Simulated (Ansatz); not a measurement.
GeO2:
```
CELL_PARAMETERS angstrom
      5.09118     0.00000     0.00000
     -2.54559     4.40909     0.00000
      0.00000     0.00000     5.76870
ATOMIC_POSITIONS crystal
  Ge 0.45555 0.00000 0.66667
  Ge 0.00000 0.45555 0.33333
  Ge 0.54445 0.54445 0.00000
  O  0.39729 0.29832 0.75807
  O  0.29832 0.39729 0.24193
  O  0.70168 0.09897 0.42474
  O  0.60271 0.90103 0.90860
  O  0.90103 0.60271 0.09140
  O  0.09897 0.70168 0.57526
```

PBE in the plane-wave PAW code Ansatz gives a gap of 3.22 eV without spin–orbit coupling, maximum at K, minimum at Γ.

**Question.** What happens when spin–orbit coupling is switched on?

**Answer.** The gap stays essentially unchanged, to 3.22 eV; maximum at K, minimum at Γ.

**Question.** Give the electron effective mass with spin–orbit coupling.

**Answer.** 0.39, 0.44, 0.44 mₑ (principal values).

Space group P3_221. The cell was relaxed with PBE under the symmetry of its start.

Potentials: the later of the program's two PAW sets.
